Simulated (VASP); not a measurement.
# CuAu: V into a neighbouring Cu vacancy, part 3 of 4

How hard is this move in CuAu: V into a neighbouring Cu vacancy? Both ends are relaxed first, then a band of images between them. The start is a cell from a database of measured crystal structures.

VASP 6.6.1, plane waves and PAW; the level of theory is named at each step.

So far. Step 2 (Relax the host): The run ended after 10 ionic steps, 0.016 eV below its first step, once forces and stress met EDIFFG = -0.02. Step 3 (Relax the start): The run ended after 17 ionic steps, 0.172 eV below its first step, once the forces on the free atoms met EDIFFG = -0.05.

The database entry behind the starting cell is an old determination (1936), so it need not match the best structure at ambient conditions.

## 4. Relax the end

Level of this step: PBE, no spin polarisation; plane waves and PAW (Au, Cu, V) (VASP).

The end state is relaxed in the same way, so that both ends share their errors.

Input file INCAR:

```
SYSTEM = VCu10Au12
PREC = Normal
ENCUT = 300
EDIFF = 1E-05
NELM = 120
ISMEAR = 1
SIGMA = 0.15
LREAL = Auto
ALGO = Fast
GGA = PE
NBANDS = 153
LASPH = .TRUE.
LORBIT = 11
LWAVE = .FALSE.
LCHARG = .FALSE.
KPAR = 3
IBRION = 2
NSW = 60
ISIF = 2
EDIFFG = -0.05
POTIM = 0.4
MAXMIX = 40
ISYM = 0
```

Input file POSCAR:

```
VCu10Au12
1.0
    5.7674315118      2.8837157559      0.0000000000
    0.0000000000      8.6511472677      0.0000000000
    0.0000000000      0.0000000000      7.2027577856
Au Cu V
12 10 1
Direct
    0.0008821539      0.0025371269     -0.0008261470
   -0.0028117008      0.0026762950      0.5007037485
    0.0031066969      0.3314996869     -0.0041145859
   -0.0003814896      0.3324298167      0.5021528527
    0.0006714700      0.6626725938     -0.0033186263
    0.0030647578      0.6672165834      0.4982222271
    0.4999963630      0.1676979703      0.0013006250
    0.5030385873      0.1662467560      0.4997366888
    0.4991023801      0.5027399067     -0.0062499791
    0.4995191783      0.5002365646      0.4960422133
    0.5011541138      0.8314429763      0.0023947627
    0.4995644783      0.8350254772      0.5033843804
    0.2513279034      0.0808661786      0.7457951699
    0.2560802945      0.4143826130      0.7480880519
    0.2505002473      0.7493907401      0.2523661555
    0.2501176544      0.7499925686      0.7480158163
    0.7516283439      0.2470670924      0.2518489847
    0.7552846315      0.2447136380      0.7431519862
    0.7521391802      0.5885105852      0.2472207177
    0.7456629021      0.5861406299      0.7476655564
    0.7482452311      0.9164468005      0.2514772178
    0.7485945135      0.9177775807      0.7495098176
    0.2470708933      0.0835703176      0.2473610117
```

Input file KPOINTS:

```
Automatic mesh
0
Gamma
3 3 3
0 0 0
```

Potentials, in the order of the species: Au, Cu and V (PBE family, release 64).

Command:

```sh
> mpirun -np 3 vasp_std
```

The program printed:

```text
[... set-up lines as in an earlier step ...]
 entering main loop
       N       E                     dE             d eps       ncg     rms          rms(c)
DAV:   1     0.231874855755E+04    0.23187E+04   -0.70939E+04  4284   0.144E+03
DAV:   2     0.307306083740E+03   -0.20114E+04   -0.18607E+04  4420   0.413E+02
DAV:   3    -0.643424633416E+02   -0.37165E+03   -0.32373E+03  4379   0.189E+02
DAV:   4    -0.967155311505E+02   -0.32373E+02   -0.31080E+02  6328   0.649E+01
DAV:   5    -0.973065402120E+02   -0.59101E+00   -0.58955E+00  6464   0.109E+01    0.376E+01
RMM:   6    -0.100613332380E+03   -0.33068E+01   -0.10047E+02  4284   0.566E+01    0.445E+01
RMM:   7    -0.945748502362E+02    0.60385E+01   -0.16648E+01  4288   0.195E+01    0.217E+01
RMM:   8    -0.866907879450E+02    0.78841E+01   -0.13020E+01  4427   0.172E+01    0.175E+01
RMM:   9    -0.852684705626E+02    0.14223E+01   -0.29823E+00  4391   0.972E+00    0.101E+01
RMM:  10    -0.853249808924E+02   -0.56510E-01   -0.15989E+00  4387   0.535E+00    0.823E+00
RMM:  11    -0.850475492396E+02    0.27743E+00   -0.69105E-01  4386   0.421E+00    0.589E+00
RMM:  12    -0.848998125047E+02    0.14774E+00   -0.25540E-01  4758   0.222E+00    0.258E+00
RMM:  13    -0.848698360613E+02    0.29976E-01   -0.87428E-02  4681   0.112E+00    0.137E+00
RMM:  14    -0.848636194087E+02    0.62167E-02   -0.26928E-02  4783   0.580E-01    0.598E-01
RMM:  15    -0.848628992719E+02    0.72014E-03   -0.10204E-02  4605   0.387E-01    0.149E-01
RMM:  16    -0.848632476793E+02   -0.34841E-03   -0.37336E-03  5103   0.177E-01    0.177E-01
RMM:  17    -0.848631216424E+02    0.12604E-03   -0.43522E-04  4554   0.841E-02    0.474E-02
RMM:  18    -0.848631407727E+02   -0.19130E-04   -0.20930E-04  4583   0.533E-02    0.363E-02
RMM:  19    -0.848631525810E+02   -0.11808E-04   -0.58932E-05  3445   0.308E-02    0.473E-02
RMM:  20    -0.848631400806E+02    0.12500E-04   -0.23254E-05  2795   0.192E-02    0.865E-03
RMM:  21    -0.848631408377E+02   -0.75710E-06   -0.85295E-06  2552   0.122E-02
   1 F= -.84863141E+02 E0= -.84861041E+02  d E =-.848631E+02
 curvature:   0.00 expect dE= 0.000E+00 dE for cont linesearch  0.000E+00
 trial: gam= 0.00000 g(F)=  0.936E-01 g(S)=  0.000E+00 ort = 0.000E+00 (trialstep = 0.100E+01)
 search vector abs. value=  0.936E-01
 bond charge predicted
       N       E                     dE             d eps       ncg     rms          rms(c)
DAV:   1    -0.848885877374E+02   -0.25448E-01   -0.21550E+01  4536   0.106E+01    0.526E-01
RMM:   2    -0.849233361139E+02   -0.34748E-01   -0.34143E-01  4284   0.377E+00    0.743E-01
RMM:   3    -0.849437523685E+02   -0.20416E-01   -0.19835E-01  5712   0.149E+00    0.782E-01
RMM:   4    -0.849410496811E+02    0.27027E-02   -0.23980E-02  5794   0.427E-01    0.262E-01
RMM:   5    -0.849409416059E+02    0.10808E-03   -0.28711E-03  5919   0.144E-01    0.251E-01
RMM:   6    -0.849406812010E+02    0.26040E-03   -0.22005E-04  4715   0.437E-02    0.240E-01
RMM:   7    -0.849431742730E+02   -0.24931E-02   -0.16191E-02  7148   0.305E-01    0.603E-01
RMM:   8    -0.849406232804E+02    0.25510E-02   -0.93890E-04  4973   0.121E-01    0.263E-01
RMM:   9    -0.849396744137E+02    0.94887E-03   -0.39506E-03  5885   0.142E-01    0.754E-02
RMM:  10    -0.849396481623E+02    0.26251E-04   -0.19040E-04  4297   0.584E-02    0.113E-02
RMM:  11    -0.849396558889E+02   -0.77266E-05   -0.40888E-05  3219   0.257E-02
   2 F= -.84939656E+02 E0= -.84937944E+02  d E =-.765151E-01
[... from here on, the cycles between the ionic steps are left out ...]
   3 F= -.84990467E+02 E0= -.84989256E+02  d E =-.127326E+00
   4 F= -.84994222E+02 E0= -.84993168E+02  d E =-.131081E+00
   5 F= -.85009011E+02 E0= -.85008220E+02  d E =-.147895E-01
   6 F= -.85018046E+02 E0= -.85017600E+02  d E =-.238244E-01
   7 F= -.85018491E+02 E0= -.85018125E+02  d E =-.242690E-01
   8 F= -.85024334E+02 E0= -.85024033E+02  d E =-.584259E-02
   9 F= -.85027696E+02 E0= -.85027469E+02  d E =-.920485E-02
  10 F= -.85028064E+02 E0= -.85027862E+02  d E =-.957287E-02
  11 F= -.85032721E+02 E0= -.85032577E+02  d E =-.465716E-02
  12 F= -.85033800E+02 E0= -.85033711E+02  d E =-.573610E-02
  13 F= -.85033896E+02 E0= -.85033791E+02  d E =-.583215E-02
  14 F= -.85033900E+02 E0= -.85033800E+02  d E =-.583640E-02
  15 F= -.85033900E+02 E0= -.85033796E+02  d E =-.583610E-02
  16 F= -.85036796E+02 E0= -.85036788E+02  d E =-.289625E-02
  17 F= -.85037452E+02 E0= -.85037475E+02  d E =-.355218E-02
  18 F= -.85037358E+02 E0= -.85037432E+02  d E =-.345755E-02
  19 F= -.85038649E+02 E0= -.85038830E+02  d E =-.129146E-02
  20 F= -.85038414E+02 E0= -.85038677E+02  d E =-.105666E-02
  21 F= -.85038514E+02 E0= -.85038753E+02  d E =-.115678E-02
  22 F= -.85038399E+02 E0= -.85038647E+02  d E =-.104146E-02
  23 F= -.85038380E+02 E0= -.85038623E+02  d E =-.102238E-02
 curvature:  -0.27 expect dE=-0.157E-03 dE for cont linesearch -0.602E-06
 trial: gam= 0.09684 g(F)=  0.584E-03 g(S)=  0.000E+00 ort =-0.871E-04 (trialstep = 0.319E+01)
 search vector abs. value=  0.599E-03
 bond charge predicted
       N       E                     dE             d eps       ncg     rms          rms(c)
DAV:   1    -0.850366721025E+02    0.17082E-02   -0.13257E+00  4344   0.269E+00    0.967E-02
RMM:   2    -0.850391698582E+02   -0.24978E-02   -0.19066E-02  4308   0.860E-01    0.250E-01
RMM:   3    -0.850395518626E+02   -0.38200E-03   -0.10130E-02  5570   0.323E-01    0.878E-02
RMM:   4    -0.850396144704E+02   -0.62608E-04   -0.13824E-03  5508   0.110E-01    0.795E-02
RMM:   5    -0.850396251453E+02   -0.10675E-04   -0.12606E-04  4026   0.369E-02    0.824E-02
RMM:   6    -0.850396255107E+02   -0.36542E-06   -0.13294E-05  2526   0.182E-02
  24 F= -.85039626E+02 E0= -.85039879E+02  d E =-.124561E-02
 trial-energy change:   -0.001246  1 .order   -0.001104   -0.001833   -0.000374
 step:   3.6741(harm=  4.0028)  dis= 0.00397  next Energy=   -85.039655 (dE=-0.127E-02)
 reached required accuracy - stopping structural energy minimisation
```

It took 11 min on 3 MPI ranks of Intel Xeon 6975P-C (Granite Rapids), shared host; peak memory 1.1 GiB.

Parts of OUTCAR (step 4):

```text
 Found     14 irreducible k-points:

   NELECT =     247.0000    total number of electrons

 E-fermi :   7.9474

 k-point     1 :       0.0000    0.0000    0.0000
  band No.  band energies     occupation
    ...
    121       7.2899      2.00000
    122       7.3815      2.00000
    123       7.4455      2.00002
    124       7.5535      2.00130
    125       7.6155      2.00759
    126       8.1072     -0.06133
    127       8.2406     -0.01846
    128       8.3381     -0.00143
    129       8.6656     -0.00000
    130       8.7530     -0.00000
    ...

 k-point     2 :       0.3333    0.0000    0.0000
  band No.  band energies     occupation
    ...
    121       6.8430      2.00000
    122       7.2571      2.00000
    123       7.5481      2.00109
    124       7.7746      2.06912
    125       7.7796      2.06692
    126       8.1031     -0.05730
    127       8.3416     -0.00128
    128       8.4704     -0.00001
    129       8.5516     -0.00000
    130       8.7090     -0.00000
    ...

  Total       -3.1798011     -4.5183544     -3.0649183      0.0260795      0.0203434      0.0253245
  in kB      -14.1760609    -20.1435455    -13.6638954      0.1162666      0.0906943      0.1129007
  external PRESSURE =     -15.9945006 kB  Pullay stress =       0.0000000 kB

 POSITION                                       TOTAL-FORCE (eV/Angst)
 -----------------------------------------------------------------------------------
      0.00230      0.00201      7.13307         0.004335     -0.007013      0.017985
      0.00238      8.65199      3.65289        -0.000754     -0.003708     -0.016155
      0.02638      2.92585      0.08080        -0.004430      0.005919     -0.007830
      0.02628      2.92709      3.50238         0.009438     -0.010111      0.003733
      0.01459      5.75573      0.02064        -0.004378     -0.007375      0.006299
      0.01603      5.75531      3.56177         0.005201     -0.002705      0.014332
      2.86329      2.90872      0.06663        -0.003871     -0.001609     -0.003935
      2.86255      2.90901      3.51276        -0.000104      0.003844      0.012843
      2.87458      5.73648      0.00772         0.009556      0.005181      0.005532
      2.87781      5.73850      3.57991        -0.011475     -0.001915     -0.020245
      2.89013      8.62739      7.18940         0.010868      0.002867     -0.010801
      2.89206      8.62816      3.59772        -0.003405      0.004308      0.014307
      1.46445      1.50959      5.39156        -0.019798      0.001661      0.005749
      1.43402      4.31036      5.39520         0.015500      0.000711     -0.014347
      1.41842      7.25746      1.79287        -0.009376     -0.014759     -0.001530
      1.45283      7.16475      5.39354        -0.001922      0.002174      0.002921
      4.40403      4.31574      1.79240        -0.008373     -0.002117     -0.001885
      4.32552      4.35543      5.39380         0.000756     -0.005020     -0.002083
      4.28133      7.20684      1.79236         0.011190      0.017706     -0.005679
      4.36869      7.18851      5.39397        -0.021247      0.004268      0.002704
      4.31879     10.09999      1.79145        -0.005407     -0.008831      0.002151
      4.27640     10.08802      5.39301         0.025139     -0.002402      0.000268
      1.45038      1.40006      1.79159         0.002557      0.018927     -0.004334
 -----------------------------------------------------------------------------------
    total drift:                                0.029461     -0.013313      0.071466

  FREE ENERGIE OF THE ION-ELECTRON SYSTEM (eV)
  ---------------------------------------------------
  free  energy   TOTEN  =       -85.0396255107 eV

  energy  without entropy=      -85.0403869143  energy(sigma->0) =      -85.03987931

 total charge
# of ion       s       p       d       tot
------------------------------------------
    1        0.619   0.404   8.673   9.697
    2        0.619   0.404   8.674   9.696
    3        0.626   0.384   8.674   9.685
    4        0.626   0.385   8.674   9.685
    5        0.603   0.357   8.704   9.664
    6        0.603   0.357   8.704   9.664
    7        0.627   0.383   8.674   9.684
    8        0.627   0.383   8.674   9.683
    9        0.603   0.356   8.702   9.660
   10        0.603   0.357   8.701   9.661
   11        0.624   0.405   8.674   9.703
   12        0.624   0.405   8.674   9.703
   13        0.353   0.292   9.233   9.877
   14        0.367   0.306   9.209   9.882
   15        0.387   0.305   9.203   9.896
   16        0.364   0.301   9.222   9.887
   17        0.386   0.320   9.201   9.907
   18        0.369   0.285   9.220   9.874
   19        0.372   0.310   9.219   9.900
   20        0.376   0.283   9.225   9.883
   21        0.373   0.315   9.206   9.894
   22        0.370   0.286   9.223   9.879
   23        0.436   0.528   3.323   4.287
--------------------------------------------------
tot         11.556   8.111 199.685 219.352

[... 6 parts as in an earlier step ...]

[... 6 further parts left out ...]
```

Relaxation path (22 of 24):

```
step  energy less that of the first step (eV)  largest force (eV/Å)
   1                                   0.0000                0.6456
   2                                  -0.0765                0.4110
   3                                  -0.1273                0.2186
   4                                  -0.1311                0.2127
   5                                  -0.1459                0.1281
   6                                  -0.1549                0.1153
   8                                  -0.1612                0.0897
   9                                  -0.1646                0.0901
  10                                  -0.1649                0.1032
  11                                  -0.1696                0.0736
  12                                  -0.1707                0.0850
  13                                  -0.1708                0.0646
  14                                  -0.1708                0.0726
  15                                  -0.1708                0.0676
  16                                  -0.1737                0.0550
  17                                  -0.1743                0.0562
  19                                  -0.1755                0.0531
  20                                  -0.1753                0.0555
  21                                  -0.1754                0.0586
  22                                  -0.1753                0.0558
  23                                  -0.1752                0.0585
  24                                  -0.1765                0.0253
```

The atoms that moved most (Å):

```
atom      dx      dy      dz  length
 Au4   0.028   0.052  -0.115   0.129
 Au3   0.008   0.049   0.110   0.121
 Au8  -0.039   0.020  -0.087   0.097
Cu13   0.015   0.085   0.020   0.089
Cu18  -0.031   0.060   0.041   0.079
Cu19  -0.057  -0.053   0.012   0.079
Cu20   0.068  -0.033   0.009   0.076
 Au9  -0.004  -0.052   0.053   0.074
```

The relaxed structure:

```
Au Cu V
1.0
     5.76743    2.88372    0.00000
     0.00000    8.65115    0.00000
     0.00000    0.00000    7.20276
Au Cu V
12 10 1
Direct
  0.00040 0.00010 0.99033
  0.00041 0.99996 0.50715
  0.00457 0.33668 0.01122
  0.00456 0.33683 0.48626
  0.00253 0.66447 0.00287
  0.00278 0.66434 0.49450
  0.49646 0.17074 0.00925
  0.49633 0.17081 0.48770
  0.49842 0.49695 0.00107
  0.49898 0.49700 0.49702
  0.50111 0.83022 0.99815
  0.50145 0.83019 0.49949
  0.25392 0.08986 0.74854
  0.24864 0.41536 0.74905
  0.24594 0.75692 0.24891
  0.25190 0.74422 0.74882
  0.76360 0.24433 0.24885
  0.74999 0.25345 0.74885
  0.74233 0.58561 0.24884
  0.75748 0.57844 0.74888
  0.74882 0.91787 0.24872
  0.74147 0.91893 0.74874
  0.25148 0.07801 0.24874
```

Numbers from this step:

| Quantity | Value |
| --- | --- |
| electronic cycles | 195 |
| free energy (TOTEN) | -85.0396 eV |
| energy at zero smearing | -85.0399 eV |
| Fermi energy | 7.947 eV |

The run ended after 24 ionic steps, 0.176 eV below its first step, once the forces on the free atoms met EDIFFG = -0.05.

(Continued in part 4 of 4.)

[Lines on the potential files, build, host, timing and source positions are cut from VASP's logs without a mark.]

[Logs are printed without paths, hosts, clocks, repeated set-up lines and the standing remarks that a program may print on its own settings, such as how far it seeks lower states.]

[Hosts, paths, dates, database ids (printed as entryN), source tags and the programs' standing remarks are cut or masked in the printed files.]

[Runs that stopped without an error message from VASP are left out.]
